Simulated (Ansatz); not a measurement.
# MnSn2 (I4/mcm) in Ansatz: reference runs, part 2 of 2

Ansatz 0.2.0. Earlier steps stand in the parts before.

## (3) Single point, PBEsol, collinear spin, ferromagnetic start (atoms moved at random, drawn with an rms of 0.05 Å)

input.yaml

```yaml
crystal:
  lattice:
    - [-3.3295, 3.3295, 2.7235]
    - [3.3295, -3.3295, 2.7235]
    - [3.3295, 3.3295, -2.7235]
  atoms:
    - { symbol: Sn, position: [0.845143, 0.666864, 0.506185] }
    - { symbol: Sn, position: [0.331824, 0.837479, 0.167913] }
    - { symbol: Sn, position: [0.15203, 0.3326, 0.488653] }
    - { symbol: Sn, position: [0.664245, 0.162985, 0.832556] }
    - { symbol: Mn, position: [0.755142, 0.757793, 0.000166], spin: 4.0 }
    - { symbol: Mn, position: [0.236588, 0.240467, 0.003447], spin: 4.0 }
hamiltonian:
  xc: pbesol
  pseudopotentials: { kind: paw }
magnetization:
  spin_polarized: true
kpoints:
  mp_grid: { grid: [6, 6, 6] }
scf:
  occupations: { method: fermi_dirac, width: 0.05 }
output:
  forces: true
  stress: true
  eigenvalues: true
  write_density: true
  write_potential: true
  elf: true
  volumetric_format: npy
```

Potentials or basis: Ansatz PAW.

Launch:

```
> ansatz run input.yaml --threads 2 --pin off --max-ram 5632MiB --backend cpu --events-out ev --progress --plain --runs-dir out
```

Log:

```text
Warning: RAYON_NUM_THREADS=2 ignored (pool sized by the plan → 2); use --threads N
Engine: ansatz 0.2.0, x86_64-unknown-linux-gnu
Pseudopotentials: kind: paw
Pseudopotential: Sn, paw, valence charge 14, recommended cutoff 420 eV (normal), Sn.paw.azcp
Pseudopotential: Mn, paw, valence charge 15, recommended cutoff 420 eV (normal), Mn.paw.azcp
Functional definition: PBEsol
[... 77 lines left out ...]
--- Stress (GPa, compression-positive) ---
       -5.176121       0.008841      -0.014343
        0.008841      -5.179588      -0.056910
       -0.014343      -0.056910      -4.922218
  P = ⅓ Tr σ = -5.0926 GPa (-50.926 kbar)
--- Band table (eV; the first three rows and the last of 224) ---
  k-point 0 ↑: bands = ["-66.3804", "-66.3613", "-35.3412", "-35.3309", "-35.3230", "-35.3110", "-35.2105", "-35.0424", "-7.8649", "-7.8488", "-7.8410", "-7.8394", "-7.8266", "-7.8234", "-7.8148", "-7.8100", "-7.7786", "-7.7486", "-7.7270", "-7.7150", "-7.7067", "-7.7050", "-7.7027", "-7.6934", "-7.6925", "-7.6440", "-7.6413", "-7.6321", "2.0983", "7.0259", "8.1382", "8.1544", "9.9797", "10.0585", "10.3802", "10.6168", "10.8992", "11.0457", "11.2192", "11.4658", "11.7383", "11.9579", "11.9583", "12.3587", "12.5636", "12.5790", "13.4729", "13.5084", "13.5516", "13.8909", "16.6160", "17.6646", "17.7995", "18.0264", "18.4789", "21.3712", "23.6047"]
  k-point 1 ↑: bands = ["-66.3804", "-66.3613", "-35.3412", "-35.3309", "-35.3230", "-35.3111", "-35.2105", "-35.0424", "-7.8781", "-7.8753", "-7.8519", "-7.8343", "-7.8177", "-7.8148", "-7.8047", "-7.7977", "-7.7592", "-7.7445", "-7.7300", "-7.7269", "-7.7164", "-7.7147", "-7.6921", "-7.6874", "-7.6832", "-7.6563", "-7.6436", "-7.6247", "2.2950", "6.4669", "7.8032", "8.2135", "9.5616", "10.1150", "10.5005", "10.8103", "10.9213", "11.0043", "11.1482", "11.3720", "11.4509", "12.0199", "12.2393", "12.5459", "12.5528", "13.1426", "13.4913", "14.0400", "14.1573", "14.4335", "16.3358", "16.4595", "16.8112", "19.5918", "19.9420", "21.0158", "22.1882"]
  k-point 2 ↑: bands = ["-66.3804", "-66.3613", "-35.3412", "-35.3311", "-35.3230", "-35.3111", "-35.2106", "-35.0424", "-7.9010", "-7.8976", "-7.8536", "-7.8232", "-7.8192", "-7.8077", "-7.7961", "-7.7694", "-7.7628", "-7.7534", "-7.7311", "-7.7293", "-7.7243", "-7.6987", "-7.6919", "-7.6767", "-7.6709", "-7.6697", "-7.6503", "-7.6230", "2.8777", "5.1649", "7.4596", "8.3425", "9.8189", "10.0740", "10.2099", "10.2579", "10.7665", "11.0600", "11.3019", "11.5972", "11.7184", "11.8604", "12.0263", "12.5106", "12.5552", "13.9655", "14.0490", "14.2656", "15.2351", "15.7688", "16.3606", "16.7199", "17.5683", "18.6977", "19.5499", "19.6792", "21.6482"]
  k-point 111 ↓: bands = ["-63.7516", "-63.7318", "-32.7381", "-32.7230", "-32.7175", "-32.7029", "-32.6988", "-32.5103", "-7.9418", "-7.9198", "-7.9103", "-7.8761", "-7.8187", "-7.8132", "-7.8112", "-7.7857", "-7.7761", "-7.7742", "-7.7622", "-7.7611", "-7.7122", "-7.7018", "-7.7015", "-7.6995", "-7.6872", "-7.6841", "-7.6824", "-7.6636", "4.9785", "5.2087", "5.3111", "6.7324", "7.7881", "8.2660", "11.5392", "11.6046", "12.2464", "12.8097", "13.0147", "13.5069", "14.1221", "14.3006", "14.9409", "14.9652", "15.1064", "15.5976", "16.0187", "16.1600", "16.8186", "16.8652", "17.0253", "18.3714", "18.5418", "19.4168", "19.6057", "21.4023", "21.9532"]
```

v_z.tsv:

```text
# z_ang	v_es[eV]	v_tot_up[eV]	v_tot_dn[eV]
# format = ansatz-planar-average/11
# xc	pbesol
# density_cutoff_ev	1680
# datasets	Sn=:simpson_from_first_knot:soft:shift=-491537	Mn=:simpson_from_first_knot:soft:shift=-858434
# lattice	-3.329500000	3.329500000	2.723500000
# lattice	3.329500000	-3.329500000	2.723500000
# lattice	3.329500000	3.329500000	-2.723500000
# sites	6
# site	50	1.091763027	2.278922888	2.739356217
# site	50	2.242644656	-1.124511989	2.727285665
# site	50	2.228177978	1.025762349	-0.010956640
# site	50	1.103050032	4.440940372	-0.014505361
# site	25	0.009379202	-0.008273808	4.120026372
# site	25	0.024391917	-0.001438344	1.289871388
0.000000	2.272193e0	-1.059674e1	-1.036523e1
0.135988	2.572332e0	-1.029671e1	-1.005056e1
0.271977	3.483799e0	-9.349234e0	-9.059333e0
0.407965	4.888305e0	-7.853404e0	-7.508649e0
0.543954	6.652290e0	-5.935432e0	-5.550709e0
0.679942	8.566239e0	-3.797436e0	-3.412430e0
[... 32 lines left out ...]
5.167563	3.608584e0	-9.183442e0	-8.885528e0
5.303551	2.635653e0	-1.021224e1	-9.961231e0
```

Run time: 2.7 min. Hardware: 2 threads of AMD EPYC 7R43 (Zen 3), shared host; peak memory 1.2 GiB.

Results:

| Quantity | Value |
| --- | --- |
| Free energy | -31536.5483 eV |
| Pressure | -5.1 GPa |
| Largest force | 0.546 eV/Å |
| Band gap on the k mesh | none (metal or under the smearing width) |
| Net moment | 4.45 μB per cell |
| Absolute moment | 5.72 μB per cell |
| Site moments | Sn -0.08, -0.07; Mn +2.44, +2.43 μB |

Forces on the atoms (eV/Å):
```
Sn   0.100 -0.425 -0.098
Sn  -0.130  0.190 -0.071
Sn   0.089  0.538  0.034
Sn   0.125 -0.228  0.051
Mn  -0.063 -0.015 -0.408
Mn  -0.121 -0.060  0.493
```

Levels at points of the mesh, in eV from the Fermi level:
Spin up:
```tsv
k point	band 43	band 44	band 45	band 46	band 47	band 48
(0.00, 0.00, 0.00)	-1.54	-1.14	-0.94	-0.92	-0.03	0.01
(0.00, 0.00, -0.50)	-1.47	-1.01	-0.94	0.30	0.80	0.88
(0.00, -0.50, 0.00)	-1.21	-1.05	-0.07	0.03	1.63	1.67
(0.00, -0.50, -0.50)	-1.22	-1.06	-0.05	0.02	1.62	1.68
(-0.50, 0.00, 0.00)	-1.22	-1.06	-0.06	0.01	1.61	1.67
(-0.50, 0.00, -0.50)	-1.21	-1.04	-0.06	0.01	1.64	1.66
(-0.50, -0.50, 0.00)	-1.37	-1.03	-0.93	0.23	0.79	0.83
(-0.50, -0.50, -0.50)	-1.00	0.11	0.33	1.51	2.36	2.40
```
Spin down:
| k point | band 38 | band 39 | band 40 | band 41 | band 42 | band 43 | band 44 | band 45 |
| --- | --- | --- | --- | --- | --- | --- | --- | --- |
| (0.00, 0.00, 0.00) | -2.06 | -1.80 | -1.60 | -0.87 | -0.62 | 0.22 | 0.53 | 1.62 |
| (0.00, 0.00, -0.50) | -1.98 | -1.55 | -0.68 | -0.06 | 0.08 | 0.45 | 1.49 | 1.63 |
| (0.00, -0.50, 0.00) | -0.79 | -0.49 | -0.44 | 0.35 | 0.46 | 0.83 | 1.06 | 1.31 |
| (0.00, -0.50, -0.50) | -0.86 | -0.47 | -0.45 | 0.35 | 0.43 | 0.82 | 1.05 | 1.34 |
| (-0.50, 0.00, 0.00) | -0.85 | -0.46 | -0.44 | 0.36 | 0.43 | 0.81 | 1.03 | 1.33 |
| (-0.50, 0.00, -0.50) | -0.82 | -0.49 | -0.45 | 0.35 | 0.46 | 0.83 | 1.07 | 1.30 |
| (-0.50, -0.50, 0.00) | -1.81 | -1.65 | -0.72 | -0.05 | 0.05 | 0.49 | 1.47 | 1.65 |
| (-0.50, -0.50, -0.50) | -0.69 | -0.48 | 0.01 | 0.62 | 0.80 | 1.44 | 1.47 | 1.61 |

Caveat: the PAW data sets come from PBE, with cores solved anew for the run's functional, which leaves a small shift of forces and pressure.
